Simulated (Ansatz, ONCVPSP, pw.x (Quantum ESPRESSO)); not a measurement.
**What a changed setting does to a pw.x run (bcc Ca)**

Potential: optimised norm-conserving Vanderbilt (ONCV), ONCVPSP 4.0.1.1 (patched build), PBE; core [Ne], reference 3s2 3p6 4s2; waves: 3s+4s: rc 1.85 bohr, ncon 3, nbas 7, qcut 5.4 1/bohr, 2 projectors; 3p: rc 1.90 bohr, ncon 4, nbas 8, qcut 7 1/bohr, 2 projectors, debl 3.1 Ha; d scattering state at 0.39 Ha: rc 1.45 bohr, ncon 3, nbas 6, qcut 6 1/bohr, 1 projector; f scattering state at 0.34 Ha: rc 1.90 bohr, ncon 5, nbas 9, qcut 5.9 1/bohr, 2 projectors, debl 1.4 Ha; local part: polynomial inside 1.35 bohr (lpopt 5, dvloc0 1 Ha); core correction: Teter function fitted to the true core (icmod 2), fcfact 0.3. In the d channel the program set the typed energies aside and used 0.050 Ha.

The reference run (k-mesh 11³, cutoffs 50/200 Ry, Fermi–Dirac 0.01 Ry, mixing_beta 0.4, conv_thr 1e-9, no spin) gives 0.11 GPa at 42.182 Å³/atom, where all-electron LAPW gives 0.00 GPa. This run, with its own iteration cap, changes nbnd to 17.

```
&control
  calculation='scf', prefix='x', pseudo_dir='./', outdir='./tmp', tstress=.true., disk_io='none'
/
&system
  ibrav=0, nat=1, ntyp=1, ecutwfc=50, ecutrho=200, nbnd=17,
  occupations='smearing', smearing='fd', degauss=0.01
/
&electrons
  conv_thr=1e-09, mixing_beta=0.4, electron_maxstep=60
/
ATOMIC_SPECIES
Ca 1.0 Ca.UPF
CELL_PARAMETERS angstrom
  -2.19291800 2.19291800 2.19291800
  2.19291800 -2.19291800 2.19291800
  2.19291800 2.19291800 -2.19291800
ATOMIC_POSITIONS crystal
Ca 0.0000 0.0000 0.0000
K_POINTS automatic
11 11 11 0 0 0
```

```bash
pw.x < Ca.scf.in > Ca.scf.out
```

How does the run end?

It converges in 6 iterations; the free energy moves by +0.0 meV/atom and the pressure by +0.00 GPa. The result is that of the reference run.

```
Message from routine setup:
     using ibrav=0 with symmetry is DISCOURAGED, use correct ibrav instead
     lattice parameter (alat)  =       7.1776  a.u.
     unit-cell volume          =     284.6582 (a.u.)^3
     number of electrons       =        10.00
     number of Kohn-Sham states=           17
     kinetic-energy cutoff     =      50.0000  Ry
     charge density cutoff     =     200.0000  Ry
     scf convergence threshold =      1.0E-09
     Exchange-correlation= PBE
     number of k points=    56  Fermi-Dirac smearing, width (Ry)=  0.0100
     iteration #  1     ecut=    50.00 Ry     beta= 0.40
     total energy              =     -80.32961505 Ry
     estimated scf accuracy    <       0.00110570 Ry
     iteration #  2     ecut=    50.00 Ry     beta= 0.40
     total energy              =     -80.32985268 Ry
     estimated scf accuracy    <       0.00037036 Ry
     iteration #  3     ecut=    50.00 Ry     beta= 0.40
     total energy              =     -80.32988216 Ry
     estimated scf accuracy    <       0.00001879 Ry
     iteration #  4     ecut=    50.00 Ry     beta= 0.40
     total energy              =     -80.32988366 Ry
     estimated scf accuracy    <       0.00000014 Ry
     iteration #  5     ecut=    50.00 Ry     beta= 0.40
     total energy              =     -80.32988367 Ry
     estimated scf accuracy    <       0.00000002 Ry
     iteration #  6     ecut=    50.00 Ry     beta= 0.40
     the Fermi energy is     5.0102 ev
!    total energy              =     -80.32988368 Ry
     estimated scf accuracy    <          8.0E-10 Ry
     smearing contrib. (-TS)   =      -0.00612331 Ry
     The total energy is F=E-TS. E is the sum of the following terms:
     one-electron contribution =     -39.59840485 Ry
     hartree contribution      =      20.35032466 Ry
     xc contribution           =     -17.16616307 Ry
     ewald contribution        =     -43.90951711 Ry
     convergence has been achieved in   6 iterations
          total   stress  (Ry/bohr**3)                   (kbar)     P=        1.10
     Message from routine punch:
     Nothing written, as per user request (disk_io='none')
```

The run took about 39 s on one core of a shared host (Neoverse-N1, 64 threads, 124 GiB, load 58).
